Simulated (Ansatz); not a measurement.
MoS2:

```
Mo S
1.0
     3.22746    0.00000    0.00000
    -1.61373    2.79507    0.00000
     0.00000    0.00000    6.31247
Mo S
1 2
Direct
  0.00000 0.00000 0.50000
  0.66667 0.33333 0.74468
  0.33333 0.66667 0.25532
```

Measurements of this composition are mostly on another form, of space group No. 194.

- Program: Ansatz 0.2.0
- Task: relaxation of cell and atoms
- Functional: PBE
- Potentials or basis: Ansatz PAW
- Cutoff: 420 eV (not typed: the program's choice for these potentials)
- k mesh: 9 × 9 × 4
- Occupations: fermi-dirac, width 0.05 eV
- Spin: no spin polarisation

At the start: volume 18.98 Å³/atom.

Question: Where does the relaxation end?

Answer: It ends after 11 steps and the volume is 20.44 Å³/atom (+7.7 %); space group P-3m1 (No. 164, to 0.05 Å).

The path:
```csv
step,energy change (eV),largest force (eV/Å),volume (Å³)
1,0.0000,0.2836,56.94
2,-0.0086,0.1337,56.26
3,-0.0136,0.0273,57.46
4,-0.0160,0.0292,58.58
5,-0.0173,0.0239,59.80
6,-0.0175,0.0008,60.15
7,-0.0175,0.0032,60.49
8,-0.0182,0.0032,60.49
9,-0.0182,0.0034,61.02
10,-0.0182,0.0033,61.32
11,-0.0183,0.0033,61.32
```

Final structure:
```
Mo S
1.0
     3.19231    0.00000    0.00000
    -1.59615    2.76462    0.00000
     0.00000    0.00000    6.94857
Mo S
1 2
Direct
  0.00000 0.00000 0.50000
  0.66667 0.33333 0.72789
  0.33333 0.66667 0.27211
```

Caveat: the plane-wave basis is chosen anew once the cell has moved, so the energies of steps on either side of that aren't comparable; this functional lacks dispersion, which binds the layers, so the pressure and a relaxed spacing across them are unreliable.
